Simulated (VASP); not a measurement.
Input of a VASP 6.6.1 run:

INCAR

```
PREC = Accurate ; ENCUT = 600
EDIFF = 1E-6 ; ISMEAR = 0
SIGMA = 0.03 ; LREAL = False
LASPH = True ; NELM = 80
ALGO = Normal ; ISIF = 3
LWAVE = False ; LCHARG = False
GGA = PE ; IBRION = 2
NSW = 90 ; EDIFFG = -0.01
```

File KPOINTS:

```
regular mesh
0
Gamma
  8 8 8
```

The input POSCAR:

```
InP
1.0
    0.0000000000      2.9305000000      2.9305000000
    2.9305000000      0.0000000000      2.9305000000
    2.9305000000      2.9305000000      0.0000000000
In P
1 1
Direct
    0.0000000000      0.0000000000      0.0000000000
    0.2500000000      0.2500000000      0.2500000000
```

Potentials or basis: VASP PAW PBE potentials, release 64 (In_d, P).

Command:

```sh
$ cat potpaw_PBE.64/In_d/POTCAR potpaw_PBE.64/P/POTCAR > POTCAR
$ mpirun -np 1 vasp_std > vasp.out
```

Task: What does it give for the relaxed cell?

Result: a = 4.213 Å, b = 4.213 Å, c = 4.213 Å, α = 60.00°, β = 60.00°, γ = 60.00°.

Task: What does it give for the space group after relaxing (to 0.05 Å)?

Result: F-43m (No. 216).

Task: What does it give for the band gap on the k mesh?

Result: 0.44 eV, direct.

Task: What does it give for the relaxed volume?

Result: 26.44 Å³/atom.

Step by step:
| step | energy change (eV) | largest force (eV/Å) | pressure (GPa) | volume (Å³) |
| --- | --- | --- | --- | --- |
| 1 | 0.0000 | 0.0000 | 3.30 | 50.33 |
| 2 | -0.0192 | 0.0000 | -1.39 | 54.20 |
| 3 | -0.0251 | 0.0000 | 0.01 | 52.88 |

Caveat: spin-orbit coupling is left out, which moves the levels of the heavy elements. PBE usually gives volumes a little too large and moduli too small.
